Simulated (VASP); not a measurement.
GaN, 4 atoms in the cell. It takes space group P6_3mc (No. 186, hexagonal). Conventional cell: a = 3.152 Å, b = 3.152 Å, c = 5.139 Å, α = 90.00°, β = 90.00°, γ = 120.00°. Around Ga (site symmetry 3m) lie 4 N at 1.93 to 1.94 Å. N (site symmetry 3m) is surrounded by 4 Ga at 1.93 to 1.94 Å.  The cell isn't the ideal one: a relaxed cell with its volume scaled by 0.96.

```yaml
Program: VASP 6.6.1
Task: relaxation of shape and atoms at fixed volume
Functional: PBE
Dispersion: D3(BJ)
Potentials_or_basis: VASP PAW PBE potentials, release 64 (Ga_d, N)
Cutoff: 600 eV
k_mesh: 12 × 12 × 5
Occupations: gaussian, width 0.03 eV
Spin: no spin polarisation
Further_INCAR_settings: ALGO = Normal; EDIFF = 1e-07; IBRION = 2; EDIFFG = -0.01; NSW = 40; ISIF = 4
```

Potentials or basis: VASP PAW PBE potentials, release 64 (Ga_d, N).

The run is started by

```console
$ cat potpaw_PBE.64/Ga_d/POTCAR potpaw_PBE.64/N/POTCAR > POTCAR
$ mpirun -np 1 vasp_std > vasp.out
```

Hardware: 1 thread of Intel(R) Xeon(R) Platinum 8259CL CPU @ 2.50GHz (Skylake/Cascade Lake), with other jobs on the host.

Q: How long does it take, and how much memory?

A: Wall time 110 s on 1 thread of Intel(R) Xeon(R) Platinum 8259CL CPU @ 2.50GHz (Skylake/Cascade Lake), on a shared host, peak memory 0.21 GiB. Counts: scf iterations 15, k points 57, ion steps 1.
